Question

In one computed crystal structure of tin(II) oxide, each oxygen atom touches three tin atoms. The cell holds two tin and two oxygen atoms. In a density functional calculation with the PBEsol functional, one of the two oxygens is pushed along a line between the a and b axes, with its periodic images, while everything else stays fixed. A positive displacement takes it towards +a and −b, a negative one towards −a and +b.

SnO (Pmn2_1, 4 atoms a cell, 18.42 Å³ an atom) with one O atom moved along Cartesian [1 −1 0], all else fixed. Computed with Ansatz 0.2.0: PBEsol, scalar-relativistic plane-wave PAW, no spin polarisation, 420 eV cutoff, Gamma-centred 8×6×8 k mesh, 0.05 eV Gaussian smearing. Energies are free energies relative to the undisturbed cell; pressure is positive in compression.

```
displacement (Å)  energy change (eV a cell)  force along direction (eV/Å summed over the moved atoms)  pressure (GPa)  gap on mesh (eV)
            -0.2                      0.169                                                     1.688            1.43             1.127
         -0.1333                      0.075                                                     1.125            0.73             1.166
         -0.0667                      0.019                                                     0.565            0.25             1.203
               0                      0.000                                                     0.000           -0.01             1.240
          0.0667                      0.019                                                    -0.576           -0.02             1.276
          0.1333                      0.077                                                    -1.171            0.23             1.312
             0.2                      0.176                                                    -1.800            0.77             1.351
```

Three students explain the run of the gap.

Student A: the gap follows the pressure. Pushing an atom out of place squeezes the crystal, and a squeezed crystal has a different gap.

Student B: the gap follows the shortest tin–oxygen distance, because the closest pair of atoms interacts most strongly. (In this calculation the shortest distance is 2.046 Å at −0.1333 Å and 2.043 Å at 0.1333 Å.)

Student C: the gap responds to the displacement itself, sign included, in first order.

(a) Decide between the three with the numbers.
(b) Explain why the energy and the gap behave so differently under the same displacement, and test your model on rows that it has not used.
(c) Explain the shape of the pressure column.
(d) Say what the gap would do in first order if the oxygen moved along a alone, and if both oxygens moved together along b.

Model answer

(a) Student A's idea is tempting because half of the table supports it. From the middle row to −0.2 Å the pressure climbs steadily while the gap shrinks steadily. On the other side the pattern breaks: between 0.0667 and 0.2 Å the pressure climbs again, but now the gap grows.

Two rows settle the matter. At −0.0667 and at 0.1333 Å the pressures are 0.25 and 0.23 GPa, as good as equal. The gaps are 1.203 and 1.312 eV, a difference of about half the range of the whole scan. Pressure alone therefore does not fix the gap.

Student B fails in the same way. The same calculation gives a shortest tin–oxygen distance of 2.046 Å at −0.1333 Å and 2.043 Å at 0.1333 Å. The gaps of these two rows differ by 0.146 eV. An explanation that sees only how close the closest pair is must give both rows nearly the same gap.

Student C's account survives. The gap rises at every step, and a straight line in the displacement, fitted by least squares to all seven rows, has a slope of 0.56 eV/Å and misses no row by more than about 0.001 eV. A straight line in the pressure, fitted to the same rows, is typically wrong by 0.065 eV, and one in the shortest distance does no better.

(b) Call the displacement u, the energy change E and the gap G. For small u each can be written as a series:

E(u) = −F₀u + ½Ku² + …
G(u) = G₀ + gu + …

Here F₀ is the force on the oxygen along the line at its starting place, K is the spring constant, G₀ is the gap of the undisturbed crystal and g is the slope of the gap.

The scan starts from a relaxed crystal, so F₀ is zero and the linear term of the energy vanishes. What remains is a parabola, the same on both sides. The forces of the two innermost rows give K = 8.6 eV/Å², and at 0.2 Å the parabola then predicts ½ × 8.6 × 0.2² = 0.17 eV. The table has 0.169 eV on one side and 0.176 eV on the other, so the asymmetry is a small correction from higher terms.

Nothing makes g vanish in the same way. Zero force means that the contributions of all occupied electron states and of the repulsion between the atomic cores balance in their sum. The gap is the difference between just two levels, the highest occupied and the lowest empty one. Each has its own slope, and the balance of the total doesn't require these two slopes to be equal.

A molecule such as hydrogen chloride shows the same contrast. Near the equilibrium bond length its energy grows as the square of the stretch, whereas its dipole moment changes in proportion to the stretch. The energy is stationary there and the dipole moment is not. The comparison ends at this point: the dipole moment belongs to the ground state, while the gap compares a filled level with an empty one, and the crystal has symmetries that may remove the linear term.

To test the linear model, take the slope from the two innermost rows only:

g = (1.276 − 1.203) eV / (2 × 0.0667 Å) = 0.547 eV/Å

Now predict the two outermost rows, which had no part in this slope:

G(0.2 Å) = 1.240 + 0.547 × 0.2 = 1.349 eV
G(−0.2 Å) = 1.240 − 0.547 × 0.2 = 1.131 eV

The calculation gives 1.351 and 1.127 eV. The model is right to a few thousandths of an electronvolt at three times the displacement from which it was made. It falls slightly short on both sides, because the true curve is a little steeper further out.

(c) The pressure P contains both kinds of behaviour. Let V be the volume of the cell, and let the force at the starting place and the spring constant depend on it:

P = −dE/dV, with E = −F₀(V)u + ½K(V)u²

At the relaxed volume F₀ is zero, but its change with volume need not be. This gives the pressure a term linear in u. The change of K with volume gives a term in u², which is the same on both sides.

The numbers separate the two. At 0.2 Å the mean of the two sides lies 1.11 GPa above the middle row, and this is the even part. Half the difference between the sides is −0.33 GPa, the odd part. The even part wins at large displacement, so the pressure rises at both ends. The odd part tilts the curve, so that the two lowest pressures stand at 0 and 0.0667 Å and the higher end is the negative one.

The even part also tells how much the spring stiffens under compression. When the cell is strained in a pressure calculation, the atoms move in proportion, so u² grows as V to the power 2/3. With the even parts of P and E at 0.2 Å and V = 4 × 18.42 = 73.7 Å³, this gives

−d ln K / d ln V = PV/E + 2/3 = 3.0 + 0.7, or about 3.6 before the parts are rounded.

A cell shrunk evenly in all directions to 1 % less volume, with its atoms scaled along, would thus hold this oxygen with a spring about 3.6 % stiffer along this line. A crystal under real pressure may shrink unevenly and shift its atoms, which this figure leaves out. For the even shrinkage, the rows at ±0.1333 Å lead to the same figure.

(d) Symmetry answers both parts. The oxygen lies on a mirror plane perpendicular to a. A shift towards +a and an equal shift towards −a give mirror images of one crystal, which must have the same gap. The gap therefore has no term that changes sign with a shift along a, and the linear response in the table must come from the b part of the motion.

That part is 0.707 of the full displacement, so the slope for motion along −b alone would be 0.56/0.707 = 0.79 eV/Å. This figure rests on the symmetry argument, since no scan along b stands in the table.

For the second case, a glide plane of the crystal turns one oxygen into the other and reverses b. If a shift of the first oxygen towards −b raises the gap, the same shift of the second lowers it equally. When both move together along b, the two linear terms cancel. When they move in opposite senses along b, the terms add.

Remarks on the reasoning

Student A has mistaken a companion for a cause. The volume of the cell is the same in every row, so nobody has squeezed the crystal from outside. The pressure is a response to the displacement, just as the gap is. Two responses to one cause can run together over part of a scan, and a reader who looks at one side only will take the first for the reason of the second. The remedy is to find two rows in which the supposed cause has the same value and see whether the effect agrees.

Student B's error is subtler, because bond lengths do matter for a gap. The forces on the tin atoms show what the shortest distance conceals. At −0.2 Å the strongest push on a tin atom falls on one of the two and points mainly along b; at 0.2 Å it falls on the other and points obliquely, with large parts along all three axes. A different contact is compressed on each side, and a single shortest distance treats the two as the same. The test refutes only this shortest distance. The length of one particular bond, followed through the whole scan, is expected to change almost linearly with u, and this table could not tell such an account from Student C's.

Student C is right about the form of the response, but a good straight line does not say which electron states produce it. In tin(II) oxides the top of the filled band usually mixes tin 5s and oxygen 2p states, and it may be that the motion shifts this mixture. Part (d) narrows the guess. The contact compressed at 0.2 Å pushes its tin strongly along a, so it has a mirror twin, and the a part of the motion shortens one twin as much as it lengthens the other in first order. What can count is the b part: a shift towards −b lengthens the bond that points mainly along b and shortens both twins. Whether this moves the top of the filled band or the bottom of the empty one is open, and the character of the band edges on both sides of the scan would test it.

The result also has a limited reach. PBEsol usually makes gaps too small, and a gap taken on a mesh of k points can miss the true band edges, so the changes along the scan deserve more trust than the value of 1.240 eV itself. The PAW datasets were made for the PBE functional and not for PBEsol, though they are the same in every row. The other atoms were held in place, so the spring constant is not that of a vibration of the crystal. The relaxation kept the symmetry of the start, so this cell may be a saddle rather than a true minimum.

The common form of tin(II) oxide is not this one but the layered litharge structure, where each oxygen has four tin neighbours. There a twofold axis runs through every oxygen at right angles to the layer. It turns any shift within the layer into its opposite, so the gap must be the same for both senses. The slope found here should not be carried over to that material; what carries over is the habit of asking whether a symmetry of the site joins +u to −u.
